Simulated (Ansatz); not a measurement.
# Sn (I4/mmm) in Ansatz: a series of runs, part 2 of 2

Ansatz 0.2.0. The steps go on from the part before.

### Step 3. Phonons, PBEsol

input.yaml reads:

```yaml
crystal:
  lattice:
    - [-2.029189411, 2.029189411, 1.6607599896]
    - [2.029189411, -2.029189411, 1.6607599896]
    - [2.029189411, 2.029189411, -1.6607599896]
  atoms:
    - { symbol: Sn, position: [0.0, 0.0, 0.0] }
hamiltonian:
  xc: pbesol
  pseudopotentials: { kind: paw }
kpoints:
  mp_grid: { grid: [7, 7, 7] }
scf:
  occupations: { method: fermi_dirac, width: 0.05 }
phonons:
  method: dfpt
```

Potentials or basis: Ansatz PAW.

Started as:

```sh
ansatz run input.yaml --threads 2 --pin off --max-ram 5632MiB --backend cpu --events-out ev --progress --plain --runs-dir out
```

The program printed:

```text
Warning: RAYON_NUM_THREADS=2 ignored (pool sized by the plan → 2); use --threads N
zone centre: on kpoints.mp_grid the ground state, and the responses unless they are solved on pairs of k-points, stand on 64 of the mesh's 343 k-points, reduced under 8 symmetry operations, with k and −k counted as one. Each operation leaves every solved displacement unchanged or reverses it
Engine: ansatz 0.2.0, x86_64-unknown-linux-gnu
Pseudopotentials: kind: paw
Pseudopotential: Sn, paw, valence charge 14, recommended cutoff 420 eV (normal), Sn.paw.azcp
Functional definition: PBEsol
  exchange = pbesol_x
  correlation = pbesol_c
Crystal: 1 atoms, lattice volume = 27.353 Å³
Basis set: ecut = 420 eV, 545 PW (Γ), exchange–correlation on 48×48×48 points (8 copies of the dense FFT grid, shifted against one another)
Bands: 11, of which v1, the nominal top of the filled ones, is band 7 counted from 1 (6 counted from 0)
Symmetry: 16 space group operations
k-points: 64 of 343 (irreducible under 8 space group operations)
Non-local potential: Sn, projectors of the file, l = 0: 2, l = 1: 2, l = 2: 2, l = 3: 2
PAW form: soft (Blöchl's): semilocal exchange-correlation on the pseudo side does not see the compensation charge
PAW frozen core: Sn, regenerated for the run's functional, and the local potential with it (the file was generated under x = pbe(κ = 0.804, μ = 0.2195149727645171), c = pbe(β = 0.06672455060314922))
PAW one-centre angular grid: Sn, 590 points (default); XC on 64 Gauss nodes
Initial density: superposition of atomic densities (neutral atoms: chi_scale 0, normalization atom), corrected by the library's trained network
Initial wavefunctions: pseudopotential atomic-orbital guess
Functional: x = pbesol(κ = 0.804, μ = 0.12345679012345678), c = pbesol(β = 0.046)
SCF iter   1: F=—  HF=-5949.769371 eV  |F-HF|=—  |Δ(HF+E_count)|=         —  Δρ=3.12e-3  dr2=1.17e-3  ethr=1.77e-3  ⟨swp⟩=5.8  Hψ=4216  notcnv=0
preconditioner: auto → none  [insulator: Δε(μ)=0.211 eV  Ē_g=23.046 eV  σ=0.050 eV  W_gap=0.53  n_scr=4 (ndim 8)  ℏωp=26.6 eV  f_vac=0.000  D(μ)=0.54/eV (n_scr^D=0)  ε∞_Penn≈2.3]
SCF iter   2: F=—  HF=-5949.768371 eV  |F-HF|=—  |Δ(HF+E_count)|=   1.00e-3  Δρ=1.33e-3  dr2=2.02e-4  ethr=8.36e-6  ⟨swp⟩=1.8  Hψ=1277  notcnv=0
SCF iter   3: F=—  HF=-5949.768337 eV  |F-HF|=—  |Δ(HF+E_count)|=   3.42e-5  Δρ=2.00e-4  dr2=1.08e-5  ethr=1.44e-6  ⟨swp⟩=2.0  Hψ=1041  notcnv=0
SCF iter   4: F=—  HF=-5949.768337 eV  |F-HF|=—  |Δ(HF+E_count)|=   3.76e-7  Δρ=2.36e-4  dr2=1.09e-5  ethr=7.69e-8  ⟨swp⟩=2.0  Hψ=1136  notcnv=0
SCF iter   5: F=—  HF=-5949.768331 eV  |F-HF|=—  |Δ(HF+E_count)|=   5.67e-6  Δρ=1.13e-4  dr2=2.42e-6  ethr=7.69e-8  ⟨swp⟩=2.7  Hψ=1207  notcnv=0
SCF iter   6: F=—  HF=-5949.768329 eV  |F-HF|=—  |Δ(HF+E_count)|=   1.72e-6  Δρ=2.81e-5  dr2=1.46e-7  ethr=1.73e-8  ⟨swp⟩=2.0  Hψ=1080  notcnv=0
SCF iter   7: F=—  HF=-5949.768330 eV  |F-HF|=—  |Δ(HF+E_count)|=   5.51e-7  Δρ=4.45e-6  dr2=3.11e-9  ethr=1.04e-9  ⟨swp⟩=2.0  Hψ=1134  notcnv=0
SCF iter   8: F=—  HF=-5949.768330 eV  |F-HF|=—  |Δ(HF+E_count)|=   2.28e-9  Δρ=1.06e-6  dr2=2.20e-10  ethr=2.22e-11  ⟨swp⟩=2.1  Hψ=1050  notcnv=0
SCF iter   9: F=-5949.768330 eV  HF=-5949.768330 eV  |F-HF|=0.00e0  |Δ(HF+E_count)|=  1.78e-10  Δρ=8.43e-8  dr2=1.03e-12  ethr=1.00e-12  ⟨swp⟩=4.8  Hψ=3278  notcnv=0
SCF 1 converged in 9 iterations: F = -5949.768330 eV  dr2 = 1.03e-12
DFPT response loops at Γ: preconditioner auto → Kerker (q_TF=auto, 2.440 Å⁻¹) (partly filled bands, converged f_vac=0.000); β = 1.00, the filter's whole step (`scf.mixing.beta` (0.50) is not read by the response loops under this deck's `scf.mixing.preconditioner`; to damp them name `kerker` or `kerker_dos`, under which they read `scf.mixing.beta`, and type it under 1.00, their step now; both keys bind the ground state too); Broyden in place of MSR1
SCF converged after 9 iterations
Free energy (F): -5949.768330 eV
Harris-Foulkes:  -5949.768330 eV  (|F-HF|=0.00e0)
Internal energy: -5949.764168 eV  (E = F + TS)
E sigma→0 (E₀):  -5949.766249 eV
Entropy (-TS):   -0.004162 eV (-4.162 meV/atom)
Fermi energy:    10.620893 eV
--- Per-component energies (eV) ---
  E_band       = -83.421144
  E_kinetic    = 186.406560
  E_local      = -834.128430  (includes V_loc(G=0)·N_el)
  E_nonlocal   = -30.931723
  E_hartree    = 522.185051
  E_xc         = -379.737443
  E_vxc        = -97.363436  (∫ρ·V_xc dr)
  E_paw        = -4063.285048  (= ΣΔE_a)
  E_vpaw       = -351.774258  (= ΣTr[D̂ρ^β])
  E_aug_tail   = -0.000000  (compensation charges beyond the density's cutoff)
  E_ewald      = -1350.557974
  E_core_change = 0.284840  (= ΣΔE_core)
  E_smearing   = -0.004162  (= −TS)
  E_closure    = 0.000000  (closes the sum)
  Σ components = -5949.768330   (vs F -5949.768330, Δ=0.00e0)
--- Band table (eV; the first three rows and the last of 64) ---
  k-point 0: bands = ["-10.8732", "-10.7999", "-10.7999", "-10.7989", "-10.6798", "-0.4735", "17.3342", "17.3342", "19.8876", "20.8350", "21.9428"]
  k-point 1: bands = ["-10.8535", "-10.8070", "-10.8044", "-10.7703", "-10.6882", "-0.0905", "14.0237", "17.6003", "18.8505", "21.5733", "22.1744"]
  k-point 2: bands = ["-10.8327", "-10.8147", "-10.8031", "-10.7070", "-10.7031", "1.0490", "9.9022", "17.3488", "18.1252", "21.3438", "21.5622"]
  k-point 63: bands = ["-10.9057", "-10.8320", "-10.6635", "-10.6622", "-10.6354", "5.9720", "9.2375", "9.7583", "13.3065", "14.5551", "16.8465"]
--- Phonons (Γ-DFPT): 2 representative perturbations + reference, on 64 of 343 k-points (Σ response iterations 4) ---
  k mesh reduced under 8 symmetry operations, with k and −k counted as one. Each operation leaves every solved displacement unchanged or reverses it
  ASR residual: 1.000e-4 → 0.000e0 eV/Å²; symmetrization residual: 2.221e-20 eV/Å²
  ASR residual per site (eV/Å²): 1.00e-4
  Γ frequencies (cm⁻¹): 0.00 0.00 0.00
  non-analytic LO–TO correction: not included (Born effective charges unavailable; polar crystals: no LO–TO splitting at Γ)
```

Run time: 1.4 s. Hardware: 2 threads of Intel Xeon 6975P-C (Granite Rapids), shared host; peak memory 0.43 GiB.

Results:

```yaml
Free_energy: -5949.7683 eV
Band_gap_on_the_k_mesh: none (metal or under the smearing width)
```

Caveat: the PAW data sets come from PBE, with cores solved anew for the run's functional, which leaves a small shift of forces and pressure.

### Step 4. Elastic constants, PBEsol

input.yaml, as its differences from that of step 3:

```diff
@@ -14,3 +14,7 @@
   occupations: { method: fermi_dirac, width: 0.05 }
-phonons:
-  method: dfpt
+output:
+  forces: true
+  stress: true
+elastic:
+  mode: relaxed_ion
+  stencil: two_point
```

Potentials or basis: Ansatz PAW.

Started as:

```sh
ansatz run input.yaml --threads 2 --pin off --max-ram 5632MiB --backend cpu --events-out ev --progress --plain --runs-dir out
```

The program printed:

```text
Warning: RAYON_NUM_THREADS=2 ignored (pool sized by the plan → 2); use --threads N
Engine: ansatz 0.2.0, x86_64-unknown-linux-gnu
Pseudopotentials: kind: paw
Pseudopotential: Sn, paw, valence charge 14, recommended cutoff 420 eV (normal), Sn.paw.azcp
Functional definition: PBEsol
  exchange = pbesol_x
  correlation = pbesol_c
Crystal: 1 atoms, lattice volume = 27.353 Å³
Basis set: ecut = 420 eV, 545 PW (Γ), exchange–correlation on 48×48×48 points (8 copies of the dense FFT grid, shifted against one another)
Bands: 11, of which v1, the nominal top of the filled ones, is band 7 counted from 1 (6 counted from 0)
Symmetry: 16 space group operations
Space group: I4/mmm (ITA 139), of the structure as read, at distance tolerance 3.0e-5 Å
k-points: 40 of 343
Non-local potential: Sn, projectors of the file, l = 0: 2, l = 1: 2, l = 2: 2, l = 3: 2
PAW form: soft (Blöchl's): semilocal exchange-correlation on the pseudo side does not see the compensation charge
PAW frozen core: Sn, regenerated for the run's functional, and the local potential with it (the file was generated under x = pbe(κ = 0.804, μ = 0.2195149727645171), c = pbe(β = 0.06672455060314922))
PAW one-centre angular grid: Sn, 590 points (default); XC on 64 Gauss nodes
Initial density: superposition of atomic densities (neutral atoms: chi_scale 0, normalization atom), corrected by the library's trained network
Initial wavefunctions: pseudopotential atomic-orbital guess
Functional: x = pbesol(κ = 0.804, μ = 0.12345679012345678), c = pbesol(β = 0.046)
SCF iter   1: F=—  HF=-5949.769384 eV  |F-HF|=—  |Δ(HF+E_count)|=         —  Δρ=3.13e-3  dr2=1.18e-3  ethr=1.77e-3  ⟨swp⟩=5.9  Hψ=2632  notcnv=0
[... 124 lines left out ...]
        48.532     23.963     59.083      0.000      0.000      0.000
        23.963     48.532     59.083      0.000      0.000      0.000
        61.154     61.154     66.254      0.000      0.000      0.000
         0.000      0.000     -0.000     17.364      0.000      0.000
         0.000      0.000     -0.000      0.000     17.364     -0.000
         0.000      0.000      0.000      0.000      0.000     52.450
  reference stress σ⁰ (GPa):      1.815      1.815     -0.095      0.000      0.000     -0.000
  C* (energy form; C + prestress term) asymmetry max|C*_kj − C*_jk| = 1.602e-1 GPa — a small one proves nothing (zero by symmetry where the batch's group is 432, −43m or m−3m); a large one is finite-difference/SCF noise where every solve meets its electron count
  moduli (Voigt/Reuss/Hill, GPa): K = 50.19/68.38/59.28   G = 18.71/54.65/36.68   E = 91.23   ν = 0.244
  mechanically stable: NO (min eigenvalue of sym C = -15.70 GPa)
  strain η (Voigt 11):  stress-route row diagonal C_11 = 48.53 GPa, energy-path curvature d²(F+E_count+ΔE)/dδ²/Ω₀ = 48.62 GPa
         δ    σ_11 (GPa)             F (eV)   n_scf  n_hpsi   n_pw
    -2.000e-3       1.7223       -5949.7689347       6   13272    549   relax 0 steps, max|allowed force component| 0.00e0 eV/Å
     2.000e-3       1.9165       -5949.7676947       4   10835    549   relax 0 steps, max|allowed force component| 0.00e0 eV/Å
  strain η (Voigt 33):  stress-route row diagonal C_33 = 66.25 GPa, energy-path curvature d²(F+E_count+ΔE)/dδ²/Ω₀ = 66.19 GPa
         δ    σ_33 (GPa)             F (eV)   n_scf  n_hpsi   n_pw
    -2.000e-3      -0.2323       -5949.7682742       6    8201    549   relax 0 steps, max|allowed force component| 0.00e0 eV/Å
     2.000e-3       0.0328       -5949.7683432       4    6823    549   relax 0 steps, max|allowed force component| 0.00e0 eV/Å
  strain η (Voigt 23):  stress-route row diagonal C_44 = 17.36 GPa, energy-path curvature d²(F+E_count+ΔE)/dδ²/Ω₀ = 16.92 GPa
         δ    σ_23 (GPa)             F (eV)   n_scf  n_hpsi   n_pw
    -2.000e-3      -0.0347       -5949.7683266       6   20223    549   relax 0 steps, max|allowed force component| 0.00e0 eV/Å
     2.000e-3       0.0347       -5949.7683266       4   18612    549   relax 0 steps, max|allowed force component| 0.00e0 eV/Å
  strain η (Voigt 12):  stress-route row diagonal C_66 = 52.45 GPa, energy-path curvature d²(F+E_count+ΔE)/dδ²/Ω₀ = 51.50 GPa
         δ    σ_12 (GPa)             F (eV)   n_scf  n_hpsi   n_pw
    -2.000e-3      -0.1049       -5949.7683130       5   12441    549   relax 0 steps, max|allowed force component| 0.00e0 eV/Å
     2.000e-3       0.1049       -5949.7683130       4   11324    549   relax 0 steps, max|allowed force component| 0.00e0 eV/Å
```

elastic.tsv:

```text
[... 16 lines left out ...]
6	0.0000000000e0	0.0000000000e0	0.0000000000e0	0.0000000000e0	0.0000000000e0	5.2450474186e1	-5.5586668393e-16	-5.5586668393e-16	-5.5586668393e-16	0.0000000000e0	0.0000000000e0	5.2450474186e1	0.0000000000e0	0.0000000000e0	-1.9259299444e-34	0.0000000000e0	0.0000000000e0	1.1218892123e-2
```

elastic_members.tsv:

```text
# convention: tension-positive GPa; Voigt order 11 22 33 23 13 12; engineering shear strains; stresses and constants hold the Pulay correction, whose part of sigma0, of c and of each member's stress the lines and columns named pulay_correction_..._gpa give (of c_energy it is that of c and, on the columns of strains 1 to 3, that of sigma0; of a layer's constants it is that of c in the plane, times a tenth of its plane spacing in ang); where a line pulay_correction_withheld stands none holds it
[... 16 lines left out ...]
5	2.0000000000e-3	1.8149661715e0	1.8149661715e0	-9.4471645372e-2	-2.5014000777e-15	1.3896667098e-15	1.0490089375e-1	-5.9497683130e3	-5.9497662340e3	4	11324	549	0	0.0000000000e0	0.0000000000e0	-3.2378182413e-2	-3.2378182413e-2	-3.3906989820e-2	-1.0856771171e-18	1.0814361908e-19	2.2438399625e-5	3.6648985078e-8	0.0000000000e0
```

Wall time 3 s (2 threads of Intel Xeon 6975P-C (Granite Rapids), shared host); peak memory 0.38 GiB.

Results:

```yaml
Free_energy: -5949.7683 eV
Pressure: -1.2 GPa
Band_gap_on_the_k_mesh: none (metal or under the smearing width)
Voigt_bulk_modulus: 50 GPa
```

Stress tensor (GPa, compression positive):
```
-1.82  0.00  0.00
 0.00 -1.82  0.00
 0.00  0.00  0.10
```

Elastic tensor in Voigt notation (GPa, in the Cartesian axes of the cell as first typed):
```
49 24 59  0  0  0
24 49 59  0  0  0
61 61 66  0  0  0
 0  0  0 17  0  0
 0  0  0  0 17  0
 0  0  0  0  0 52
```

Caveat: the elastic tensor has a negative eigenvalue, so either the cell is unstable as it stands or the mesh is too thin; the PAW data sets come from PBE, with cores solved anew for the run's functional, which leaves a small shift of forces and pressure.

### Step 5. Overview

```tsv
task	level	atoms under strain	gap on the mesh (eV)	pressure (GPa)
elastic constants	PBE	relaxed	none	1.6
phonons	PBEsol	-	none	-
elastic constants	PBEsol	relaxed	none	-1.2
```

Alike in all rows: potentials or basis Ansatz PAW; no spin polarisation; cell as given; k mesh 7 × 7 × 7; cutoff (eV) 420; smearing fermi-dirac 0.05 eV.

Every run on the cell as given and a fine mesh finds a metal.

Caveats: the elastic tensor has a negative eigenvalue, so either the cell is unstable as it stands or the mesh is too thin (some runs); the PAW data sets come from PBE, with cores solved anew for the run's functional, which leaves a small shift of forces and pressure (some runs).

Absolute energies hang on the potentials; compare differences alone.
